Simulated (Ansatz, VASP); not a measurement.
## HfO2: VASP beside Ansatz

The input POSCAR:

```
HfO2
1.0
    0.0000000000      2.4659319631      2.4659319631
    2.4659319631      0.0000000000      2.4659319631
    2.4659319631      2.4659319631      0.0000000000
Hf O
1 2
Direct
    0.0000000000      0.0000000000      0.0000000000
    0.2500000000      0.2500000000      0.2500000000
    0.7500000000      0.7500000000      0.7500000000
```

The input INCAR.step1:

```
SYSTEM = HfO2
PREC = Accurate
ENCUT = 520
ISMEAR = 0
SIGMA = 0.05
LREAL = .FALSE.
LASPH = .TRUE.
NELM = 60
NBANDS = 18
GGA = PE
ALGO = Normal
EDIFF = 1E-4
LWAVE = .TRUE.
LCHARG = .FALSE.
```

The input INCAR.step2:

```
SYSTEM = HfO2
PREC = Accurate
ENCUT = 520
EDIFF = 1E-7
ISMEAR = 0
SIGMA = 0.05
LREAL = .FALSE.
LASPH = .TRUE.
NELM = 60
ALGO = Normal
ISIF = 2
LWAVE = .FALSE.
LCHARG = .TRUE.
METAGGA = R2SCAN
LMIXTAU = .TRUE.
LELF = .TRUE.
LVHAR = .TRUE.
NBANDS = 18
ISTART = 1
```

Contents of KPOINTS:

```
Automatic mesh
0
G
  8 8 8
  0 0 0
```

Input for Ansatz:

```yaml
crystal:
  lattice:
    - [0.0, 2.4659319631, 2.4659319631]
    - [2.4659319631, 0.0, 2.4659319631]
    - [2.4659319631, 2.4659319631, 0.0]
  atoms:
    - { symbol: Hf, position: [0.0, 0.0, 0.0] }
    - { symbol: O, position: [0.25, 0.25, 0.25] }
    - { symbol: O, position: [0.75, 0.75, 0.75] }
basis:
  ecutwfc: 500
kpoints:
  mp_grid: { grid: [8, 8, 8] }
hamiltonian:
  xc: r2scan
scf:
  occupations: { method: gaussian, width: 0.05 }
output:
  forces: true
  stress: true
  eigenvalues: true
```

Change from the starting cell: strain -0.025 along x and y, -0.025 along z, atoms carried along.

Alike in both runs: task single point; functional r2SCAN; k mesh 8 × 8 × 8; occupations gaussian, width 0.05 eV; no spin polarisation.

|  | VASP | Ansatz |
| --- | --- | --- |
| version | VASP 6.6.1 | Ansatz 0.2.0 |
| potentials or method | VASP PAW PBE potentials, release 64 (Hf_pv, O) | scalar-relativistic, plane waves, PAW |
| plane-wave cutoff (eV) | 520 | 500 |
| valence electrons in the cell | 22 | 38 |

```tsv
	VASP	Ansatz	Ansatz less VASP
gap on the k mesh at the Fermi level (eV)	4.54	4.50	-0.037
least direct gap on the mesh (eV)	4.54	4.50	-0.037
pressure (GPa)	19.4	24.1	+4.70
```

With one functional, cell and mesh, what is left measures potentials, basis and numerics. The two sets of potentials don't hold the same shells in valence.

Caveats: so large a pressure means that the cell lies far from this level's equilibrium, or that cutoff or potentials fall short (VASP); the potentials were made for another functional, which shifts forces and pressure (VASP); spin-orbit coupling is left out, which moves the levels of the heavy elements. A k mesh can miss the band edges.
